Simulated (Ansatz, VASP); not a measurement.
## BeS: VASP beside Ansatz

File INCAR:

```
PREC = Accurate ; ENCUT = 520
EDIFF = 1E-6 ; ISMEAR = 0
SIGMA = 0.02 ; LREAL = F
LASPH = T ; NELM = 80
ALGO = Normal ; ISIF = 2
LWAVE = F ; LCHARG = F
GGA = PE ; NBANDS = 11
```

The input KPOINTS:

```
regular mesh
0
Gamma
  8 8 8
```

POSCAR

```
BeS
1.0
    0.0000000000      2.4250000000      2.4250000000
    2.4250000000      0.0000000000      2.4250000000
    2.4250000000      2.4250000000      0.0000000000
Be S
1 1
Direct
    0.0000000000      0.0000000000      0.0000000000
    0.2500000000      0.2500000000      0.2500000000
```

Input for Ansatz:

```yaml
crystal:
  lattice:
    - [0.0, 2.425, 2.425]
    - [2.425, 0.0, 2.425]
    - [2.425, 2.425, 0.0]
  atoms:
    - { symbol: Be, position: [0.0, 0.0, 0.0] }
    - { symbol: S, position: [0.25, 0.25, 0.25] }
basis:
  ecutwfc: 420
kpoints:
  mp_grid: { grid: [8, 8, 8] }
hamiltonian:
  xc: pbe
scf:
  occupations: { method: gaussian, width: 0.02 }
output:
  forces: true
  stress: true
  eigenvalues: true
  populations: true
```

Alike in both runs: task single point; functional PBE; k mesh 8 × 8 × 8; occupations gaussian, width 0.02 eV; no spin polarisation.

```csv
,VASP,Ansatz
version,VASP 6.6.1,Ansatz 0.2.0
potentials or method,"VASP PAW PBE potentials, release 64 (Be, S)","scalar-relativistic, plane waves, PAW"
plane-wave cutoff (eV),520,420
valence electrons in the cell,8,8
```

```tsv
	VASP	Ansatz	Ansatz less VASP
gap on the k mesh at the Fermi level (eV)	3.11	3.11	-0.001
least direct gap on the mesh (eV)	5.67	5.65	-0.018
pressure (GPa)	1.6	1.5	-0.01
```

A k mesh can miss the band edges.
